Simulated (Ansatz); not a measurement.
Runs of Ansatz 0.2.0 on Ge. It takes space group P6_3/mmc (No. 194, hexagonal). Conventional cell: a = 3.998 Å, b = 3.998 Å, c = 6.599 Å, α = 90.00°, β = 90.00°, γ = 120.00°. Ge (site symmetry 3m) has 4 Ge at 2.45 to 2.47 Å as nearest neighbours. This isn't the form of Ge at room conditions, which is diamond.

```tsv
task	level	potentials or basis	cutoff (eV)	basis error allowed	pressure (GPa)	V0 of scaled cells (Å³/atom)	B0 (GPa)
equation of state	PBEsol	all-electron LAPW, scalar-relativistic	-	0.001 eV/atom	-	22.82	67
band structure	LDA	all-electron LAPW, scalar-relativistic	291	0.002 eV/atom	-1.9	-	-
equation of state	LDA	all-electron LAPW, scalar-relativistic	-	0.002 eV/atom	-	22.18	(b)
band structure	PBEsol	all-electron LAPW, non-relativistic	290	0.002 eV/atom	(a)	-	-
band structure	PBEsol	all-electron PAW datasets made for the crystal	140	-	0.0	-	-
```

Alike in all rows: no spin polarisation; cell as given; k mesh 8 × 8 × 4; smearing fermi-dirac 0.05 eV.

Fill in the values left out.

(a) 0.3; (b) 70.

Caveats: the cell was scaled at fixed shape and fractional positions, which overstates the stiffness of a crystal with free parameters, most of all of layers and chains (some runs); relativity is left out, which matters for the heavier elements (some runs).

Not every run made on this cell is shown here.
